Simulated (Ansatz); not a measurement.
# SiC under changes of volume

One of the cells (10.313 Å³/atom); the others are scaled copies at fixed shape and fractional positions:

```xyz
8
Lattice="3.0757 0.0000 0.0000 -1.5378 2.6636 0.0000 0.0000 0.0000 10.0706" Properties=species:S:1:pos:R:3 pbc="T T T"
Si    0.0000    0.0000    1.8922
Si    0.0000    0.0000    6.9275
Si    0.0000    1.7758    4.4094
Si    1.5378    0.8879    9.4447
C     0.0000    0.0000    0.0046
C     0.0000    0.0000    5.0400
C     0.0000    1.7758    2.5157
C     1.5378    0.8879    7.5510
```

The cell is a database's computed one.

```yaml
Program: Ansatz 0.2.0
Functional: LDA
Potentials_or_basis: JTH PAW LDA
Cutoff: 780 eV
Density_cutoff: 3900 eV
k_mesh: 10 × 10 × 3
Occupations: fermi-dirac, width 0.05 eV
Spin: no spin polarisation
```

```tsv
volume (Å³/atom)	energy over the lowest point (meV/atom)	pressure (GPa)	gap on the mesh (eV)	largest force (eV/Å)
9.694	14.02	10.8	2.19	0.015
9.900	?	?	?	?
10.107	0.00	0.4	2.18	0.003
10.313	2.44	-4.1	2.18	0.006
10.519	10.39	-8.2	2.17	0.012
10.726	23.34	-11.9	2.17	0.018
10.932	40.80	-15.2	2.16	0.023
```

Q: What does the run at 9.900 Å³/atom give?

A: Energy over the lowest point 3.65 meV/atom; pressure 5.4 GPa; gap on the mesh 2.19 eV; largest force 0.008 eV/Å.

Worked out: A Birch-Murnaghan fit of order 3 (a polynomial in V^(-2/3)) to the other rows has its minimum at 10.12 Å³/atom with B0 = V·E''(V) = 230 GPa and B' = 3.9 at fixed shape and positions, which overstates the stiffness. It gives 3.66 meV/atom at 9.900 Å³/atom, against the run's 3.65, and -dE/dV = 5.4 GPa, against 5.4. A straight line through the other rows of the gap, of slope -0.235 eV per unit of ln V, gives 2.19 eV, against the run's 2.19.

Energies are extrapolated to zero smearing.

Caveats: odd divisions of the mesh miss points on the zone boundary, where band edges often lie, so the gap on the mesh can be too wide.

A mesh can miss the band edges.
